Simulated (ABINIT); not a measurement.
# Al (Pm-3m) in ABINIT: equation of state

How stiff is Al in PBE, and what volume does it want? The cell is scaled to several volumes.

Program: ABINIT 10.8.3 (patched build). These are calculated values, not measurements. Logs are shortened: lines on timing, memory, paths and dates and some standing lists are left out, and cuts for length are marked. The log counts tension as positive stress, the text compression.

## (1) Starting point

Symmetry: Pm-3m, No. 221, cubic system. The conventional cell has a = 2.722 Å, b = 2.722 Å, c = 2.722 Å, α = 90.00°, β = 90.00°, γ = 90.00°. Around Al (site symmetry m-3m) lie 6 Al at 2.72 Å.

The cell was built by a generator and needn't be a form met in nature.

## (2) Equation of state, PBE

File run.abi:

```
# Datasets: one volume each
ndtset 7
getwfk -1
scalecart1 3*0.9795861087
scalecart2 3*0.9864848297
scalecart3 3*0.9932883884
scalecart4 3*1.0000000000
scalecart5 3*1.0066227096
scalecart6 3*1.0131594038
scalecart7 3*1.0196128224

# Pseudopotentials
pp_dirpath "./"
pseudos "Al.GGA_PBE-JTH.xml"

# Structure
acell 5.143380977 5.143380977 5.143380977
rprim
     1.0000000000     0.0000000000     0.0000000000
     0.0000000000     1.0000000000     0.0000000000
     0.0000000000     0.0000000000     1.0000000000
ntypat 1
znucl 13
natom 1
typat 1
xred
     0.0000000000     0.0000000000     0.0000000000

# Plane-wave basis
ecut 408.170794 eV
pawecutdg 30.0
pawxcdev 0

# k points
kptopt 1
ngkpt 10 10 10
nshiftk 1
shiftk 0.0 0.0 0.0

# Exchange and correlation
ixc 11

# Bands and occupations
nband 6
occopt 3
tsmear 0.00183747

# SCF cycle
nstep 100
tolvrs 1.0e-9

# Output
iomode 3
prtwf 1
prtden 0
prteig 0
prtebands 0
enunit 1
```

Potentials or basis: JTH PAW PBE v2.0.

Run with:

```
> abinit run.abi > log 2>&1
```

run.abo:

```text
.Version 10.8.3 of ABINIT
 DATASET    1 : space group Pm -3 m (#221); Bravais cP (primitive cubic)
================================================================================
 Values of the parameters that define the memory need for DATASET  1.
     intxc =       0    ionmov =       0      iscf =      17    lmnmax =       8
     lnmax =       4     mgfft =      18  mpssoang =       2    mqgrid =    3001
     natom =       1  nloc_mem =       2    nspden =       1   nspinor =       1
    nsppol =       1      nsym =      48    n1xccc =       1    ntypat =       1
    occopt =       3   xclevel =       2
       mpw =         370          nfft =        5832          nkpt =          56
 PAW method is used; the additional fine FFT grid is defined by:
   mgfftf=        27    nfftf =     19683
================================================================================
================================================================================
[... 71 lines left out ...]
 DATASET    7 : space group Pm -3 m (#221); Bravais cP (primitive cubic)
================================================================================
 Values of the parameters that define the memory need for DATASET  7.
     intxc =       0    ionmov =       0      iscf =      17    lmnmax =       8
     lnmax =       4     mgfft =      20  mpssoang =       2    mqgrid =    3001
     natom =       1  nloc_mem =       2    nspden =       1   nspinor =       1
    nsppol =       1      nsym =      48    n1xccc =       1    ntypat =       1
    occopt =       3   xclevel =       2
       mpw =         417          nfft =        8000          nkpt =          56
 PAW method is used; the additional fine FFT grid is defined by:
   mgfftf=        27    nfftf =     19683
================================================================================
================================================================================

--------------------------------------------------------------------------------
------------- Echo of variables that govern the present computation ------------
--------------------------------------------------------------------------------
 -outvars: echo values of preprocessed input variables --------
            acell      5.1433809770E+00  5.1433809770E+00  5.1433809770E+00 Bohr
              amu      2.69815390E+01
             ecut      1.50000000E+01 Hartree
           enunit           1
           getwfk          -1
                       outvar_i_n : Printing only first  50 k-points.
              ixc          11
           jdtset        1    2    3    4    5    6    7
                       outvar_i_n : Printing only first  50 k-points.
         kptrlatt       10    0    0      0   10    0      0    0   10
          kptrlen1     5.03838456E+01
          kptrlen2     5.07386731E+01
          kptrlen3     5.10886060E+01
          kptrlen4     5.14338098E+01
          kptrlen5     5.17744410E+01
          kptrlen6     5.21106480E+01
          kptrlen7     5.24425719E+01
            natom           1
            nband           6
           ndtset           7
            ngfft1         18      18      18
            ngfft2         18      18      18
            ngfft3         18      18      18
            ngfft4         18      18      18
            ngfft5         20      20      20
            ngfft6         20      20      20
            ngfft7         20      20      20
          ngfftdg          27      27      27
             nkpt          56
            nstep         100
             nsym          48
           ntypat           1
                       prtocc : prtvol=0, do not print more k-points.
           occopt           3
        pawecutdg      3.00000000E+01 Hartree
         pawxcdev           0
           prtden           0
        prtebands           0
           prteig           0
            rprim1     9.7958610870E-01  0.0000000000E+00  0.0000000000E+00
                       0.0000000000E+00  9.7958610870E-01  0.0000000000E+00
                       0.0000000000E+00  0.0000000000E+00  9.7958610870E-01
            rprim2     9.8648482970E-01  0.0000000000E+00  0.0000000000E+00
                       0.0000000000E+00  9.8648482970E-01  0.0000000000E+00
                       0.0000000000E+00  0.0000000000E+00  9.8648482970E-01
            rprim3     9.9328838840E-01  0.0000000000E+00  0.0000000000E+00
                       0.0000000000E+00  9.9328838840E-01  0.0000000000E+00
                       0.0000000000E+00  0.0000000000E+00  9.9328838840E-01
            rprim4     1.0000000000E+00  0.0000000000E+00  0.0000000000E+00
                       0.0000000000E+00  1.0000000000E+00  0.0000000000E+00
                       0.0000000000E+00  0.0000000000E+00  1.0000000000E+00
            rprim5     1.0066227096E+00  0.0000000000E+00  0.0000000000E+00
                       0.0000000000E+00  1.0066227096E+00  0.0000000000E+00
                       0.0000000000E+00  0.0000000000E+00  1.0066227096E+00
            rprim6     1.0131594038E+00  0.0000000000E+00  0.0000000000E+00
                       0.0000000000E+00  1.0131594038E+00  0.0000000000E+00
                       0.0000000000E+00  0.0000000000E+00  1.0131594038E+00
            rprim7     1.0196128224E+00  0.0000000000E+00  0.0000000000E+00
                       0.0000000000E+00  1.0196128224E+00  0.0000000000E+00
                       0.0000000000E+00  0.0000000000E+00  1.0196128224E+00
          spgroup         221
           tolvrs      1.00000000E-09
           tsmear      1.83747000E-03 Hartree
            typat      1
           useylm           1
                       outvars : Printing only first  50 k-points.
            znucl       13.00000

================================================================================

 chkinp: Checking input parameters for consistency, jdtset=   1.

 chkinp: Checking input parameters for consistency, jdtset=   2.
[... 40 lines left out ...]
 getcut: wavevector=  0.0000  0.0000  0.0000  ngfft=  27  27  27
         ecut(hartree)=     30.000   => boxcut(ratio)=   2.09294

--- Pseudopotential description ------------------------------------------------
- pspini: atom type   1  psp file is ./Al.GGA_PBE-JTH.xml
 Pseudopotential format is: paw10
 basis_size (lnmax)=  4 (lmn_size=  8), orbitals=   0   0   1   1
 Spheres core radius: rc_sph= 1.90363307
 Shapefunction is SIN type: shapef(r)=[sin(pi*r/rshp)/(pi*r/rshp)]**2
 Radius for shape functions =  1.60786206
 Compensation charge density is not taken into account in XC energy/potential

  -1.09563711E+01                                ecore*ucvol(ha*bohr**3)
--------------------------------------------------------------------------------

================================================================================

--- !BeginCycle
iteration_state: {dtset: 1, }
solver: {iscf: 17, nstep: 100, nline: 4, wfoptalg: 10, }
tolerances: {tolvrs: 1.00E-09, }
...
[... 655 lines left out ...]
 getcut: wavevector=  0.0000  0.0000  0.0000  ngfft=  20  20  20
         ecut(hartree)=     15.000   => boxcut(ratio)=   2.21566

 getcut : COMMENT -
  Note that boxcut > 2.2 ; recall that boxcut=Gcut(box)/Gcut(sphere) = 2
  is sufficient for exact treatment of convolution.
  Such a large boxcut is a waste : you could raise ecut
  e.g. ecut=   18.409369 Hartrees makes boxcut=2

 Fine grid specifications (used for densities):

 getcut: wavevector=  0.0000  0.0000  0.0000  ngfft=  27  27  27
         ecut(hartree)=     30.000   => boxcut(ratio)=   2.03672
--------------------------------------------------------------------------------
[... 160 lines left out ...]
 getcut: wavevector=  0.0000  0.0000  0.0000  ngfft=  20  20  20
         ecut(hartree)=     15.000   => boxcut(ratio)=   2.20137

 getcut : COMMENT -
  Note that boxcut > 2.2 ; recall that boxcut=Gcut(box)/Gcut(sphere) = 2
  is sufficient for exact treatment of convolution.
  Such a large boxcut is a waste : you could raise ecut
  e.g. ecut=   18.172589 Hartrees makes boxcut=2

 Fine grid specifications (used for densities):

 getcut: wavevector=  0.0000  0.0000  0.0000  ngfft=  27  27  27
         ecut(hartree)=     30.000   => boxcut(ratio)=   2.02358
--------------------------------------------------------------------------------
[... 297 lines left out ...]
-Cartesian components of stress tensor (GPa)         [Pressure= -2.7956E+00 GPa]
- sigma(1 1)=  2.79563894E+00  sigma(3 2)=  0.00000000E+00
- sigma(2 2)=  2.79563894E+00  sigma(3 1)=  0.00000000E+00
- sigma(3 3)=  2.79563894E+00  sigma(2 1)=  0.00000000E+00

== END DATASET(S) ==============================================================
================================================================================

 -outvars: echo values of variables after computation  --------
            acell      5.1433809770E+00  5.1433809770E+00  5.1433809770E+00 Bohr
           etotal1    -2.0907639531E+00
           etotal2    -2.0910868998E+00
           etotal3    -2.0912841677E+00
           etotal4    -2.0913689510E+00
           etotal5    -2.0913457485E+00
           etotal6    -2.0912231729E+00
           etotal7    -2.0910099203E+00
            fcart1    -0.0000000000E+00 -0.0000000000E+00 -0.0000000000E+00
            fcart2    -0.0000000000E+00 -0.0000000000E+00 -0.0000000000E+00
            fcart3    -0.0000000000E+00 -0.0000000000E+00 -0.0000000000E+00
            fcart4    -0.0000000000E+00 -0.0000000000E+00 -0.0000000000E+00
            fcart5    -0.0000000000E+00 -0.0000000000E+00 -0.0000000000E+00
            fcart6    -0.0000000000E+00 -0.0000000000E+00 -0.0000000000E+00
            fcart7    -0.0000000000E+00 -0.0000000000E+00 -0.0000000000E+00
            rprim1     9.7958610870E-01  0.0000000000E+00  0.0000000000E+00
                       0.0000000000E+00  9.7958610870E-01  0.0000000000E+00
                       0.0000000000E+00  0.0000000000E+00  9.7958610870E-01
[... 17 lines left out ...]
                       0.0000000000E+00  0.0000000000E+00  1.0196128224E+00
           strten1    -1.4175939643E-04 -1.4175939643E-04 -1.4175939643E-04
                       0.0000000000E+00  0.0000000000E+00  0.0000000000E+00
           strten2    -9.3064743039E-05 -9.3064743039E-05 -9.3064743039E-05
                       0.0000000000E+00  0.0000000000E+00  0.0000000000E+00
           strten3    -5.0079773258E-05 -5.0079773258E-05 -5.0079773258E-05
                       0.0000000000E+00  0.0000000000E+00  0.0000000000E+00
           strten4    -9.6429186795E-06 -9.6429186795E-06 -9.6429186795E-06
                       0.0000000000E+00  0.0000000000E+00  0.0000000000E+00
           strten5     2.8527230608E-05  2.8527230608E-05  2.8527230608E-05
                       0.0000000000E+00  0.0000000000E+00  0.0000000000E+00
           strten6     6.3511322813E-05  6.3511322813E-05  6.3511322813E-05
                       0.0000000000E+00  0.0000000000E+00  0.0000000000E+00
           strten7     9.5021836185E-05  9.5021836185E-05  9.5021836185E-05
                       0.0000000000E+00  0.0000000000E+00  0.0000000000E+00
 Calculation completed.
```

Run time: 15 s. Hardware: 1 thread of Arm Neoverse V1, shared host; peak memory 0.11 GiB.

What came out:

* Equilibrium volume: 20.27 Å³/atom (rough: see the caveat)
* Bulk modulus: 57 GPa (rough)

Energy against volume, from the lowest point:
```
volume (Å³/atom)  energy (meV/atom)
          18.953              16.46
          19.356               7.68
          19.759               2.31
          20.163               0.00
          20.566               0.63
          20.969               3.97
          21.373               9.77
```

Caveat: pressures at fixed basis lie under the slope of the energies; the fit is doubtful: noisy points or a state that changes with volume.
